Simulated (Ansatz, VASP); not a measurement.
# One calculation of GaP, two programs

INCAR

```
SYSTEM = GaP
  ALGO = Normal
  EDIFF = 1E-7
  ENCUT = 520
  GGA = PE
  ISIF = 2
  ISMEAR = 0
  LASPH = .TRUE.
  LCHARG = .FALSE.
  LREAL = .FALSE.
  LWAVE = .FALSE.
  NBANDS = 16
  NELM = 100
  PREC = Accurate
  SIGMA = 0.1
```

File KPOINTS:

```
k-points
0
G
  14 14 14
  0 0 0
```

File POSCAR:

```
GaP
1.0
    0.0000000000      2.6626810084      2.6626810084
    2.6626810084      0.0000000000      2.6626810084
    2.6626810084      2.6626810084      0.0000000000
Ga P
1 1
Direct
    0.0000000000      0.0000000000      0.0000000000
    0.5000000000      0.5000000000      0.5000000000
```

Input for Ansatz:

```yaml
crystal:
  lattice:
    - [0.0, 2.6626810084, 2.6626810084]
    - [2.6626810084, 0.0, 2.6626810084]
    - [2.6626810084, 2.6626810084, 0.0]
  atoms:
    - { symbol: Ga, position: [0.0, 0.0, 0.0] }
    - { symbol: P, position: [0.5, 0.5, 0.5] }
basis:
  ecutwfc: 420
kpoints:
  mp_grid: { grid: [14, 14, 14] }
hamiltonian:
  xc: pbe
scf:
  occupations: { method: gaussian, width: 0.1 }
output:
  forces: true
  stress: true
  eigenvalues: true
  populations: true
```

Alike in both runs: task single point; functional PBE; k mesh 14 × 14 × 14; occupations gaussian, width 0.1 eV; no spin polarisation.

```csv
,VASP,Ansatz
version,VASP 6.6.1,Ansatz 0.2.0
potentials or method,"VASP PAW PBE potentials, release 64 (Ga_d, P)","scalar-relativistic, plane waves, PAW"
plane-wave cutoff (eV),520,420
valence electrons in the cell,18,18
```

```tsv
	VASP	Ansatz	Ansatz less VASP
gap on the k mesh at the Fermi level (eV)	none	none	-
pressure (GPa)	-6.6	-6.7	-0.06
```

A gap of «none» marks a metal or a gap that the smearing closes. The functional is the same, so the differences come from potentials, cutoffs and numerics.
